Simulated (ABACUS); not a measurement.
The system is Si2W.

```
CELL_PARAMETERS angstrom
-1.60690 1.60690 3.91495
1.60690 -1.60690 3.91495
1.60690 1.60690 -3.91495
ATOMIC_POSITIONS crystal
W 0.00000 0.00000 0.00000
Si 0.66530 0.66530 0.00000
Si 0.33470 0.33470 0.00000
```

Base run:

* Program: ABACUS 3.10.1
* Functional: AM05
* Potentials or basis: SG15 ONCV 1.2 PBE
* Cutoff: 1007 eV
* Density cutoff: 4027 eV
* Basis: plane waves
* k mesh: 12 × 12 × 12
* Occupations: fermi-dirac, width 0.05 eV
* Spin: no spin polarisation

Its results: band gap on the k mesh none (metal or under the smearing width); pressure -1.5 GPa; largest force 0.056 eV/Å.

**Question.** The run is repeated on the same cell with these changes: functional from AM05 to TPSS. What comes out?

**Answer.** Band gap on the k mesh none (metal or under the smearing width); pressure 1.4 GPa; largest force 0.106 eV/Å.

Caveats: the potentials were made for another functional, which shifts forces and pressure.
